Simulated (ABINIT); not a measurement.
# PbSe (Clausthalite) (Fm-3m) in ABINIT: settings compared, part 2 of 2

ABINIT 10.8.3 (patched build). Earlier steps stand in the parts before.

**5. Band structure, PBE, spin-orbit coupling, no magnetisation**

Contents of run.abi:

```
# Datasets: ground state, then fixed potential
ndtset 2

# Pseudopotentials
pp_dirpath "./"
pseudos "Pb.GGA_PBE-JTH_sp.xml, Se.GGA_PBE-JTH.xml"

# Structure
acell 4.3284127397 4.3284127397 4.3284127397 Angstrom
rprim
     0.0000000000     0.7071067812     0.7071067812
     0.7071067812     0.0000000000     0.7071067812
     0.7071067812     0.7071067812     0.0000000000
ntypat 2
znucl 82 34
natom 2
typat 1 2
xred
     0.0000000000     0.0000000000     0.0000000000
     0.5000000000     0.5000000000     0.5000000000

# Plane-wave basis
ecut 408.170794 eV
pawecutdg 30.0

# Exchange and correlation
ixc 11

# Bands and occupations
occopt 3
tsmear 0.05 eV

# Spin
nspinor 2
nspden 1
pawspnorb 1

# SCF cycle
nstep 100

# Output
iomode 3
prtwf 0
prteig 0
prtebands 0
enunit 2
prtden1 1

# Dataset 1
kptopt1 4
ngkpt1 8 8 8
nshiftk1 1
shiftk1 0.0 0.0 0.0
nband1 18
tolvrs1 1.0e-9

# Dataset 2: bands along G-X-W-K-G-L-U-W-L-K
iscf2 -2
getden2 1
nband2 26
nbdbuf2 2
tolwfr2 1.0e-12
kptopt2 -9
ndivsm2 6
prteig2 1
prtvol2 -3
kptbounds2
     0.0000000000     0.0000000000     0.0000000000
     0.5000000000     0.0000000000     0.5000000000
     0.5000000000     0.2500000000     0.7500000000
     0.3750000000     0.3750000000     0.7500000000
     0.0000000000     0.0000000000     0.0000000000
     0.5000000000     0.5000000000     0.5000000000
     0.6250000000     0.2500000000     0.6250000000
     0.5000000000     0.2500000000     0.7500000000
     0.5000000000     0.5000000000     0.5000000000
     0.3750000000     0.3750000000     0.7500000000
```

Potentials or basis: JTH PAW PBE v2.0 sp.

Command:

```bash
$ abinit run.abi > log 2>&1
```

It took 2.3 min on 1 thread of Arm Neoverse V2, shared host; peak memory 0.19 GiB.

The run converged. Its results:

```yaml
Free_energy: -362.5738 eV
Pressure: 2.1 GPa
Band_gap_on_the_k_mesh: 0.11 eV, direct
Band_gap_along_the_path: 0.11 eV, direct
Valence_electrons_inside_the_program's_atomic_spheres: Pb 2.56; Se 3.90
```

Levels at the corners of the path, in eV from the valence-band top:
| point | band 8 | band 9 | band 10 | band 11 | band 12 | band 13 |
| --- | --- | --- | --- | --- | --- | --- |
| Γ | -1.57 | -1.57 | -1.57 | 3.30 | 3.30 | 5.57 |
| X | -3.38 | -2.92 | -2.92 | 3.73 | 3.73 | 4.77 |
| W | -4.08 | -0.71 | -0.71 | 1.81 | 1.81 | 5.02 |
| K | -2.77 | -2.23 | -2.23 | 3.15 | 3.15 | 4.24 |
| Γ | -1.57 | -1.57 | -1.57 | 3.30 | 3.30 | 5.57 |
| L | -1.31 | 0.00 | 0.00 | 0.11 | 0.11 | 1.51 |
| U | -2.77 | -2.23 | -2.23 | 3.15 | 3.15 | 4.24 |
| W | -4.08 | -0.71 | -0.71 | 1.81 | 1.81 | 5.02 |
| L | -1.31 | 0.00 | 0.00 | 0.11 | 0.11 | 1.51 |
| K | -2.77 | -2.23 | -2.23 | 3.15 | 3.15 | 4.24 |

Caveat: this set keeps more shells in the core, which shifts pressures and gaps.

**6. Band structure, BP86**

Changes to run.abi since step 5:

```diff
@@ -1,5 +1,3 @@
-# Datasets: ground state, then fixed potential
 ndtset 2
 
-# Pseudopotentials
 pp_dirpath "./"
@@ -7,3 +5,2 @@
 
-# Structure
 acell 4.3284127397 4.3284127397 4.3284127397 Angstrom
@@ -21,10 +18,7 @@
 
-# Plane-wave basis
-ecut 408.170794 eV
+ecut 15.0
 pawecutdg 30.0
 
-# Exchange and correlation
-ixc 11
+ixc -106132
 
-# Bands and occupations
 occopt 3
@@ -32,11 +26,4 @@
 
-# Spin
-nspinor 2
-nspden 1
-pawspnorb 1
-
-# SCF cycle
 nstep 100
 
-# Output
 iomode 3
@@ -45,7 +32,5 @@
 prtebands 0
-enunit 2
 prtden1 1
 
-# Dataset 1
-kptopt1 4
+kptopt1 1
 ngkpt1 8 8 8
@@ -53,9 +38,8 @@
 shiftk1 0.0 0.0 0.0
-nband1 18
+nband1 9
 tolvrs1 1.0e-9
 
-# Dataset 2: bands along G-X-W-K-G-L-U-W-L-K
 iscf2 -2
 getden2 1
-nband2 26
+nband2 13
 nbdbuf2 2
@@ -63,5 +47,4 @@
 kptopt2 -9
-ndivsm2 6
+ndivsm2 8
 prteig2 1
-prtvol2 -3
 kptbounds2
```

Potentials or basis: JTH PAW PBE v2.0 sp.

Command:

```bash
$ abinit run.abi > log 2>&1
```

Run time: 38 s. Hardware: 1 thread of Arm Neoverse V2, shared host; peak memory 0.13 GiB.

It converged, with:

```
Free energy                                           : -363.3650 eV
Pressure                                              : 2.8 GPa
Band gap on the k mesh                                : 0.33 eV, direct
Band gap along the path                               : 0.33 eV, direct
Valence electrons inside the program's atomic spheres : Pb 2.54; Se 3.92
```

Levels at the corners of the path, in eV from the valence-band top:
```tsv
point	band 3	band 4	band 5	band 6	band 7	band 8
Γ	-1.81	-1.81	-1.81	4.70	4.70	4.70
X	-4.94	-3.19	-3.19	3.77	5.61	5.61
W	-4.19	-4.19	-0.77	1.87	5.03	5.03
K	-4.54	-2.69	-2.38	3.44	3.98	5.50
Γ	-1.81	-1.81	-1.81	4.70	4.70	4.70
L	-1.45	-1.45	0.00	0.33	1.68	1.68
U	-4.54	-2.69	-2.38	3.44	3.98	5.50
W	-4.19	-4.19	-0.77	1.87	5.03	5.03
L	-1.45	-1.45	0.00	0.33	1.68	1.68
K	-4.54	-2.69	-2.38	3.44	3.98	5.50
```

Caveat: the PAW data sets were made with another functional, which shifts forces and pressure a little; spin-orbit coupling is left out, which as a rule narrows the gap of such compounds by several tenths of an eV; this set keeps more shells in the core, which shifts pressures and gaps.

**7. Overview**

| task | level | potentials or basis | spin | cutoff (eV) | fine-grid cutoff | gap on the mesh (eV) | pressure (GPa) |
| --- | --- | --- | --- | --- | --- | --- | --- |
| equation of state | BP86 | JTH PAW PBE v2.0 sp | off | 408 | 816.342 eV | - | - |
| band structure | PBE | JTH PAW PBE v2.0 | off | 463 | 925.187 eV | 0.29 | - |
| equation of state | revPBE | JTH PAW PBE v2.0 | off | 463 | 925.187 eV | - | - |
| band structure | PBE | JTH PAW PBE v2.0 sp | SOC, no magnetisation | 408 | 816.342 eV | 0.11 | 2.1 |
| band structure | BP86 | JTH PAW PBE v2.0 sp | off | 408 | 816.342 eV | 0.33 | 2.8 |

Alike in all rows: cell as given; k mesh 8 × 8 × 8; smearing fermi-dirac 0.05 eV.

Caveats: the PAW data sets were made with another functional, which shifts forces and pressure a little (some runs); this set keeps more shells in the core, which shifts pressures and gaps (some runs); pressures at fixed basis lie under the slope of the energies (some runs); spin-orbit coupling is left out, which as a rule narrows the gap of such compounds by several tenths of an eV (some runs); the minimum lies outside the volumes run (some runs).

Total energies depend on the potentials used, so only differences within one code and one set of settings carry meaning.

**8. How close it comes**

Step 2. The cell as given is a measured one (28.67 Å³/atom); BP86 puts the equilibrium volume +5.3 % from it, thermal expansion not counted.

Step 3. Against the measured gap of PbSe, 0.15 eV (direct; 4.2 K; a printed reference work, monograph), the calculated 0.29 eV is off by +0.14 eV. 2 values of this kind are on record (0.15 to 0.28 eV); this one was drawn at random. Spin-orbit coupling on Pb, Se is left out. The value is that of PBE on a finite k mesh, which can miss the band edges, without temperature or zero-point motion.

Step 5. A measured gap of PbSe is 0.28 eV (direct; 300 K; a printed reference work, monograph); the calculated 0.11 eV misses it by -0.17 eV. 2 values of this kind are on record (0.15 to 0.28 eV); this one was drawn at random. The value is that of PBE, without temperature or zero-point motion. Semilocal functionals fall short of measured gaps as a rule.

Step 6. Against the measured gap of PbSe, 0.28 eV (direct; 300 K; a printed reference work, monograph), the calculated 0.33 eV is off by +0.05 eV. 2 values of this kind are on record (0.15 to 0.28 eV); this one was drawn at random. Spin-orbit coupling on Pb, Se is left out. The value is that of BP86, without temperature or zero-point motion.
